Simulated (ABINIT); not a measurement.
Here is an ABINIT 10.8.3 (patched build) calculation.

Contents of run.abi:

```
# Pseudopotentials
pp_dirpath "./"
pseudos "Sb.upf"

# Structure
acell 3.06644733 3.06644733 3.06644733 Angstrom
rprim
     1.0000000000     0.0000000000     0.0000000000
     0.0000000000     1.0000000000     0.0000000000
     0.0000000000     0.0000000000     1.0000000000
ntypat 1
znucl 51
natom 1
typat 1
xred
     0.0000000000     0.0000000000     0.0000000000
chkprim 0
chksymtnons 0
tolsym 1.0e-6

# Plane-wave basis
ecut 40.0

# k points
kptopt 1
ngkpt 6 6 6
nshiftk 1
shiftk 0.0 0.0 0.0

# Exchange and correlation
ixc -116133

# Bands and occupations
nband 12
occopt 3
tsmear 0.00183747

# SCF cycle
nstep 100
tolvrs 1.0e-10

# Output
iomode 3
prtwf 0
prtden 0
prteig 0
prtebands 0
enunit 1
prtvol 2
```

Potentials or basis: PseudoDojo NC SR PBEsol v0.4.1 standard.

Launch:

```sh
$ abinit run.abi > log 2>&1
```

Question: What does it give for the pressure?

Answer: -0.1 GPa.

Question: Predict the band gap on the k mesh.

Answer: None (metal or under the smearing width).

Spin-orbit coupling is left out, which matters for the levels of Sb.
